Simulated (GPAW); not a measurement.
# InPd (Fm-3m) in GPAW: settings compared

Aim: see how the results for InPd move with the level of theory and the settings. Levels: r2SCAN+D3(BJ), r2SCAN+D4. Tasks: relaxation of cell and atoms.

All numbers are computed with GPAW 26.7.0; they aren't measurements. Logs are shortened: lines on timing, memory, paths and dates and some standing lists are left out, and cuts for length are marked. The log counts tension as positive stress, the text compression.

### Step 1. The crystal as given

It takes space group Fm-3m (No. 225, cubic). The conventional cell has a = 5.492 Å, b = 5.492 Å, c = 5.492 Å, α = 90.00°, β = 90.00°, γ = 90.00°. In (site symmetry m-3m) has 6 Pd at 2.75 Å as nearest neighbours. Pd (site symmetry m-3m) is surrounded by 6 In at 2.75 Å.

The cell was built by a generator and needn't be a form met in nature.

### Step 2. Relaxation of cell and atoms, r2SCAN+D3(BJ)

run.py reads:

```python
from ase import Atoms
from ase.calculators.mixing import SumCalculator
from ase.filters import FrechetCellFilter
from ase.io import write
from ase.optimize import BFGS
from dftd3.ase import DFTD3
from gpaw import GPAW, PW

atoms = Atoms(['In', 'Pd'],
              cell=[[0.0, 2.74607, 2.74607],
                    [2.74607, 0.0, 2.74607],
                    [2.74607, 2.74607, 0.0]],
              scaled_positions=[[0.0, 0.0, 0.0],
                                [0.5, 0.5, 0.5]],
              pbc=True)

calc = GPAW(mode=PW(600),
            xc='MGGA_X_R2SCAN+MGGA_C_R2SCAN',
            kpts={'size': (8, 8, 8), 'gamma': True},
            occupations={'name': 'fermi-dirac', 'width': 0.05},
            nbands=26,
            convergence={'density': 1e-05, 'forces': 0.0001},
            maxiter=150,
            txt='gpaw.txt')
atoms.calc = SumCalculator([calc, DFTD3(method='r2scan', damping='d3bj')])
opt = BFGS(FrechetCellFilter(atoms), trajectory='relax.traj', logfile='-')
done = opt.run(fmax=0.02, steps=60)
calc.write('gs.gpw')
write('result.traj', atoms)
print('Converged:', done)
print('Cell:', atoms.cell.cellpar().round(4))
print('Volume:', round(atoms.get_volume(), 4))
print(atoms.get_scaled_positions().round(5))
```

Potentials or basis: GPAW PAW data sets (gpaw-data 1.2.1), pw.

The run is started by

```sh
$ OMP_NUM_THREADS=1 python run.py
```

gpaw.txt:

```text
__  _  _
 | _ |_)|_||  |
 |__||  | ||/\| - 26.7.0

Input parameters:
  mode=PW(ecut=600.0),
  convergence={'density': 1e-05, 'forces': 0.0001},
  kpts=MonkhorstPack(size=(8, 8, 8), gamma=True),
  maxiter=150,
  nbands=26,
  occupations=Occupations(name='fermi-dirac', width=0.05),
  xc=XC(name='MGGA_X_R2SCAN+MGGA_C_R2SCAN')

Diagonalizing LCAO Hamiltonian
Converting LCAO to pw mode

                Pd

       In

Atoms  # Å, Bohr magnetons
|   | symbol |        x |        y |        z |    initial magnetic moments |
|---|--------|----------|----------|----------|-----------------------------|
| 0 |     In | 0.000000 | 0.000000 | 0.000000 | ( 0.0000,  0.0000,  0.0000) |
| 1 |     Pd | 2.746070 | 2.746070 | 2.746070 | ( 0.0000,  0.0000,  0.0000) |

Unit cell  # Å
| periodic |        x |        y |        z |  lengths |    angles |
|----------|----------|----------|----------|----------|-----------|
|      yes | 0.000000 | 2.746070 | 2.746070 | 3.883529 | 60.000000 |
|      yes | 2.746070 | 0.000000 | 2.746070 | 3.883529 | 60.000000 |
|      yes | 2.746070 | 2.746070 | 0.000000 | 3.883529 | 60.000000 |

Number of symmetries: 48
Symmetry operations  # r_c * U_cc + t_c -> r_c
|    | kind |            matrix            |
|----|------|------------------------------|
|  0 |  σ   |  1, 0, 0,  1, 0,-1,  1,-1, 0 |
|  1 |  C2  |  1, 0, 0,  1,-1, 0,  1, 0,-1 |
|  2 |  E   |  1, 0, 0,  0, 1, 0,  0, 0, 1 |
|  3 |  σ   |  1, 0, 0,  0, 0, 1,  0, 1, 0 |
|  4 |  C4  |  1, 0,-1,  1, 0, 0,  1,-1, 0 |
|  5 |  S6  |  1, 0,-1,  1,-1, 0,  1, 0, 0 |
|  6 |  σ   |  1, 0,-1,  0, 1,-1,  0, 0,-1 |
|  7 |  C3  |  1, 0,-1,  0, 0,-1,  0, 1,-1 |
|  8 |  S6  |  1,-1, 0,  1, 0, 0,  1, 0,-1 |
|  9 |  C4  |  1,-1, 0,  1, 0,-1,  1, 0, 0 |
| 10 |  C3  |  1,-1, 0,  0,-1, 1,  0,-1, 0 |
| 11 |  σ   |  1,-1, 0,  0,-1, 0,  0,-1, 1 |
| 12 |  σ   |  0, 1, 0,  1, 0, 0,  0, 0, 1 |
| 13 |  C4  |  0, 1, 0,  0, 1,-1, -1, 1, 0 |
| 14 |  C3  |  0, 1, 0,  0, 0, 1,  1, 0, 0 |
| 15 |  S6  |  0, 1, 0, -1, 1, 0,  0, 1,-1 |
| 16 |  C2  |  0, 1,-1,  1, 0,-1,  0, 0,-1 |
| 17 |  σ   |  0, 1,-1,  0, 1, 0, -1, 1, 0 |
| 18 |  S4  |  0, 1,-1,  0, 0,-1,  1, 0,-1 |
| 19 |  C4  |  0, 1,-1, -1, 1, 0,  0, 1, 0 |
| 20 |  C3  |  0, 0, 1,  1, 0, 0,  0, 1, 0 |
| 21 |  σ   |  0, 0, 1,  0, 1, 0,  1, 0, 0 |
[... 201 lines left out ...]
|          6 |        -7.376 |     2.000 |
|          7 |        -7.376 |     2.000 |
|          8 |        -1.425 |     2.000 |
|          9 |         4.607 |     2.000 |
|         10 |         4.607 |     2.000 |
|         11 |         4.607 |     2.000 |
[... 8 lines left out ...]
|         20 |        20.066 |     0.000 |
|         21 |        20.066 |     0.000 |
|        ... |               |           |
|         25 |        24.931 |     0.000 |

No gap
No difference between direct/indirect transitions

Stress tensor  # eV/Ang^3
|         x |        y |         z |
|-----------|----------|-----------|
|  0.017923 | 0.000000 | -0.000000 |
|  0.000000 | 0.017923 |  0.000000 |
| -0.000000 | 0.000000 |  0.017923 |

Forces  # eV/Ang
|        x |       y |       z |
|----------|---------|---------|
|  0.00000 | 0.00000 | 0.00000 |  # In   0
| -0.00000 | 0.00000 | 0.00000 |  # Pd   1

Interpolating wave functions to new cell

                Pd

       In

Atoms  # Å, Bohr magnetons
|   | symbol |         x |         y |        z |    initial magnetic moments |
|---|--------|-----------|-----------|----------|-----------------------------|
| 0 |     In | -0.000000 | -0.000000 | 0.000000 | ( 0.0000,  0.0000,  0.0000) |
| 1 |     Pd |  2.734537 |  2.734537 | 2.734537 | ( 0.0000,  0.0000,  0.0000) |

Unit cell  # Å
| periodic |        x |         y |         z |  lengths |    angles |
|----------|----------|-----------|-----------|----------|-----------|
|      yes | 0.000000 |  2.734537 |  2.734537 | 3.867220 | 60.000000 |
|      yes | 2.734537 | -0.000000 |  2.734537 | 3.867220 | 60.000000 |
|      yes | 2.734537 |  2.734537 | -0.000000 | 3.867220 | 60.000000 |

Number of symmetries: 48
Symmetry operations  # r_c * U_cc + t_c -> r_c
|    | kind |            matrix            |
|----|------|------------------------------|
|  0 |  σ   |  1, 0, 0,  1, 0,-1,  1,-1, 0 |
|  1 |  C2  |  1, 0, 0,  1,-1, 0,  1, 0,-1 |
|  2 |  E   |  1, 0, 0,  0, 1, 0,  0, 0, 1 |
|  3 |  σ   |  1, 0, 0,  0, 0, 1,  0, 1, 0 |
|  4 |  C4  |  1, 0,-1,  1, 0, 0,  1,-1, 0 |
|  5 |  S6  |  1, 0,-1,  1,-1, 0,  1, 0, 0 |
|  6 |  σ   |  1, 0,-1,  0, 1,-1,  0, 0,-1 |
|  7 |  C3  |  1, 0,-1,  0, 0,-1,  0, 1,-1 |
|  8 |  S6  |  1,-1, 0,  1, 0, 0,  1, 0,-1 |
|  9 |  C4  |  1,-1, 0,  1, 0,-1,  1, 0, 0 |
| 10 |  C3  |  1,-1, 0,  0,-1, 1,  0,-1, 0 |
| 11 |  σ   |  1,-1, 0,  0,-1, 0,  0,-1, 1 |
| 12 |  σ   |  0, 1, 0,  1, 0, 0,  0, 0, 1 |
| 13 |  C4  |  0, 1, 0,  0, 1,-1, -1, 1, 0 |
| 14 |  C3  |  0, 1, 0,  0, 0, 1,  1, 0, 0 |
| 15 |  S6  |  0, 1, 0, -1, 1, 0,  0, 1,-1 |
[... 227 lines left out ...]
No gap
No difference between direct/indirect transitions

Stress tensor  # eV/Ang^3
|         x |         y |         z |
|-----------|-----------|-----------|
|  0.011170 | -0.000000 | -0.000000 |
| -0.000000 |  0.011170 |  0.000000 |
| -0.000000 |  0.000000 |  0.011170 |

Forces  # eV/Ang
|       x |       y |        z |
|---------|---------|----------|
| 0.00000 | 0.00000 | -0.00000 |  # In   0
| 0.00000 | 0.00000 |  0.00000 |  # Pd   1

Interpolating wave functions to new cell

               Pd

       In

Atoms  # Å, Bohr magnetons
|   | symbol |         x |        y |         z |    initial magnetic moments |
|---|--------|-----------|----------|-----------|-----------------------------|
| 0 |     In | -0.000000 | 0.000000 | -0.000000 | ( 0.0000,  0.0000,  0.0000) |
| 1 |     Pd |  2.697824 | 2.697824 |  2.697824 | ( 0.0000,  0.0000,  0.0000) |

Unit cell  # Å
| periodic |        x |         y |         z |  lengths |    angles |
|----------|----------|-----------|-----------|----------|-----------|
|      yes | 0.000000 |  2.697824 |  2.697824 | 3.815300 | 60.000000 |
|      yes | 2.697824 | -0.000000 |  2.697824 | 3.815300 | 60.000000 |
|      yes | 2.697824 |  2.697824 | -0.000000 | 3.815300 | 60.000000 |

Number of symmetries: 48
Symmetry operations  # r_c * U_cc + t_c -> r_c
|    | kind |            matrix            |
|----|------|------------------------------|
|  0 |  σ   |  1, 0, 0,  1, 0,-1,  1,-1, 0 |
|  1 |  C2  |  1, 0, 0,  1,-1, 0,  1, 0,-1 |
|  2 |  E   |  1, 0, 0,  0, 1, 0,  0, 0, 1 |
|  3 |  σ   |  1, 0, 0,  0, 0, 1,  0, 1, 0 |
|  4 |  C4  |  1, 0,-1,  1, 0, 0,  1,-1, 0 |
|  5 |  S6  |  1, 0,-1,  1,-1, 0,  1, 0, 0 |
|  6 |  σ   |  1, 0,-1,  0, 1,-1,  0, 0,-1 |
|  7 |  C3  |  1, 0,-1,  0, 0,-1,  0, 1,-1 |
|  8 |  S6  |  1,-1, 0,  1, 0, 0,  1, 0,-1 |
|  9 |  C4  |  1,-1, 0,  1, 0,-1,  1, 0, 0 |
| 10 |  C3  |  1,-1, 0,  0,-1, 1,  0,-1, 0 |
| 11 |  σ   |  1,-1, 0,  0,-1, 0,  0,-1, 1 |
| 12 |  σ   |  0, 1, 0,  1, 0, 0,  0, 0, 1 |
| 13 |  C4  |  0, 1, 0,  0, 1,-1, -1, 1, 0 |
| 14 |  C3  |  0, 1, 0,  0, 0, 1,  1, 0, 0 |
| 15 |  S6  |  0, 1, 0, -1, 1, 0,  0, 1,-1 |
[... 227 lines left out ...]
No gap
No difference between direct/indirect transitions

Stress tensor  # eV/Ang^3
|         x |         y |         z |
|-----------|-----------|-----------|
| -0.013870 |  0.000000 | -0.000000 |
|  0.000000 | -0.013870 |  0.000000 |
| -0.000000 |  0.000000 | -0.013870 |

Forces  # eV/Ang
|        x |        y |        z |
|----------|----------|----------|
|  0.00000 | -0.00000 | -0.00000 |  # In   0
| -0.00000 |  0.00000 |  0.00000 |  # Pd   1

Interpolating wave functions to new cell

               Pd

       In

Atoms  # Å, Bohr magnetons
|   | symbol |         x |        y |         z |    initial magnetic moments |
|---|--------|-----------|----------|-----------|-----------------------------|
| 0 |     In | -0.000000 | 0.000000 | -0.000000 | ( 0.0000,  0.0000,  0.0000) |
| 1 |     Pd |  2.700956 | 2.700956 |  2.700956 | ( 0.0000,  0.0000,  0.0000) |

Unit cell  # Å
| periodic |        x |         y |         z |  lengths |    angles |
|----------|----------|-----------|-----------|----------|-----------|
|      yes | 0.000000 |  2.700956 |  2.700956 | 3.819728 | 60.000000 |
|      yes | 2.700956 | -0.000000 |  2.700956 | 3.819728 | 60.000000 |
|      yes | 2.700956 |  2.700956 | -0.000000 | 3.819728 | 60.000000 |

Number of symmetries: 48
Symmetry operations  # r_c * U_cc + t_c -> r_c
|    | kind |            matrix            |
|----|------|------------------------------|
|  0 |  σ   |  1, 0, 0,  1, 0,-1,  1,-1, 0 |
|  1 |  C2  |  1, 0, 0,  1,-1, 0,  1, 0,-1 |
|  2 |  E   |  1, 0, 0,  0, 1, 0,  0, 0, 1 |
|  3 |  σ   |  1, 0, 0,  0, 0, 1,  0, 1, 0 |
|  4 |  C4  |  1, 0,-1,  1, 0, 0,  1,-1, 0 |
|  5 |  S6  |  1, 0,-1,  1,-1, 0,  1, 0, 0 |
|  6 |  σ   |  1, 0,-1,  0, 1,-1,  0, 0,-1 |
|  7 |  C3  |  1, 0,-1,  0, 0,-1,  0, 1,-1 |
|  8 |  S6  |  1,-1, 0,  1, 0, 0,  1, 0,-1 |
|  9 |  C4  |  1,-1, 0,  1, 0,-1,  1, 0, 0 |
| 10 |  C3  |  1,-1, 0,  0,-1, 1,  0,-1, 0 |
| 11 |  σ   |  1,-1, 0,  0,-1, 0,  0,-1, 1 |
| 12 |  σ   |  0, 1, 0,  1, 0, 0,  0, 0, 1 |
| 13 |  C4  |  0, 1, 0,  0, 1,-1, -1, 1, 0 |
| 14 |  C3  |  0, 1, 0,  0, 0, 1,  1, 0, 0 |
| 15 |  S6  |  0, 1, 0, -1, 1, 0,  0, 1,-1 |
[... 230 lines left out ...]
No gap
No difference between direct/indirect transitions

Stress tensor  # eV/Ang^3
|         x |         y |         z |
|-----------|-----------|-----------|
| -0.011508 |  0.000000 | -0.000000 |
|  0.000000 | -0.011508 |  0.000000 |
| -0.000000 |  0.000000 | -0.011508 |

Forces  # eV/Ang
|        x |       y |        z |
|----------|---------|----------|
|  0.00000 | 0.00000 | -0.00000 |  # In   0
| -0.00000 | 0.00000 |  0.00000 |  # Pd   1

# Writing to gs.gpw (mode='')
```

Run time: 5.8 min. Hardware: 1 thread of Arm Neoverse V2, shared host; peak memory 0.89 GiB.

Results:

```yaml
Free_energy: -35.0746 eV
Relaxed_volume: 19.70 Å³/atom
Relaxed_cell: a = 3.820 Å, b = 3.820 Å, c = 3.820 Å, α = 60.00°, β = 60.00°, γ = 60.00°
Space_group_after_relaxing_to_0.05_Å: Fm-3m (No. 225)
Energy_gained_by_relaxing: 14.9 meV/atom
Ionic_steps: 4
Pressure_after_relaxing: 0.0 GPa
Band_gap_on_the_k_mesh: none (metal or under the smearing width)
Dispersion_energy_per_atom: -0.224 eV
```

Step by step:
| step | energy change (eV) | largest force (eV/Å) | pressure (GPa) | volume (Å³) |
| --- | --- | --- | --- | --- |
| 1 | 0.0000 | 0.0000 | -4.56 | 41.42 |
| 2 | -0.0131 | 0.0000 | -3.52 | 40.90 |
| 3 | -0.0297 | 0.0000 | 0.34 | 39.27 |
| 4 | -0.0299 | 0.0000 | -0.02 | 39.41 |

Final structure:
```
In Pd
1.0
     0.00000    2.70096    2.70096
     2.70096    0.00000    2.70096
     2.70096    2.70096    0.00000
In Pd
1 1
Direct
  0.00000 0.00000 0.00000
  0.50000 0.50000 0.50000
```

Levels at points of the mesh, in eV from the Fermi level:
```
           k point  band 11  band 12  band 13  band 14  band 15  band 16  band 17  band 18
(0.00, 0.00, 0.00)    -3.29    -3.29    -2.94    -2.94     5.77     5.77     5.77     9.37
(0.50, 0.50, 0.00)    -2.86    -2.71    -2.65    -2.65     0.00     1.44     1.44     5.25
(0.50, 0.50, 0.50)    -4.09    -4.09    -2.88    -2.88    -1.63     7.85     7.85     8.00
```

Caveat: later steps reuse the first step's grids; the PAW data sets were made with another functional, which shifts forces and pressure a little; pairwise dispersion overbinds metals, which lowers pressure and volume.

(Continued in part 2 of 2.)
